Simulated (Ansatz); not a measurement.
An Ansatz input and the part of its output that reports the observables at the nuclei.

The cell is a structure deposited in the COD, relaxed with PBE at fixed cell and then changed (volume scaled by 1.04, ions relaxed).

```yaml
crystal:
  lattice:
    - [2.7796028244, 1.6048044389, 4.9003143165]
    - [-2.7796028244, 1.6048044389, 4.9003143165]
    - [0.0, -3.2096088778, 4.9003143165]
  atoms:
    - { symbol: In, position: [0.357917628, 0.357917628, 0.357917628] }
    - { symbol: In, position: [0.142082372, 0.142082372, 0.142082372] }
    - { symbol: In, position: [0.642082372, 0.642082372, 0.642082372] }
    - { symbol: In, position: [0.857917628, 0.857917628, 0.857917628] }
    - { symbol: O, position: [0.5459193591, 0.9540806409, 0.25] }
    - { symbol: O, position: [0.25, 0.5459193591, 0.9540806409] }
    - { symbol: O, position: [0.9540806409, 0.25, 0.5459193591] }
    - { symbol: O, position: [0.4540806409, 0.0459193591, 0.75] }
    - { symbol: O, position: [0.75, 0.4540806409, 0.0459193591] }
    - { symbol: O, position: [0.0459193591, 0.75, 0.4540806409] }
kpoints:
  mp_grid: { grid: [7, 7, 7] }
scf:
  occupations: { method: fermi_dirac, width: 0.02 }
hamiltonian:
  xc: pbe
  pseudopotentials: { kind: paw }
output:
  forces: true
  stress: true
  populations: true
  efg:
    quadrupole_moments_barn: { In: 0.772, O: -0.02558 }
    contact_densities: true
relax:
  f_tol: 0.02
  max_steps: 60
```

```sh
ansatz run input.yaml --threads 4 --pin off --max-ram 8192MiB --backend cpu --events-out ev --progress --plain --runs-dir out
```

The run relaxes the ions first, and the block belongs to the relaxed positions.

Of the output, the block on the nuclei alone is shown; the set-up, the SCF iterations, energies, forces and stress are cut. One atom of each set with nearly equal values is shown.

```
--- PAW observables at the nuclei: V_zz in 10²¹ V/m², potentials from the cell's mean, atoms counted from 1 ---
  atom   1  In V_zz =    +4.296549   η = 0.0000   by run symmetry: allowed   C_q = +80.2032 MHz
            electrostatic potential = -7940.857299 V   contact ρ = 1132927.431276 e/Å³
  atom   5  O  V_zz =    -4.655667   η = 0.5392   by run symmetry: allowed   C_q = +2.8796 MHz
            electrostatic potential = -626.958767 V   contact ρ = 2158.252112 e/Å³
```

The relaxation (3 steps) took 11 s of wall time (42 s of CPU time) and 0.66 GiB at its peak, on 4 threads of Arm Neoverse V2 (aarch64; 8 cores open to the job, memory cap 8.0 GiB, no GPU), a shared host with a load of 0.5 a core.

Without spin–orbit coupling (the program notes it for In) the gradients can shift somewhat, as the gap is small.
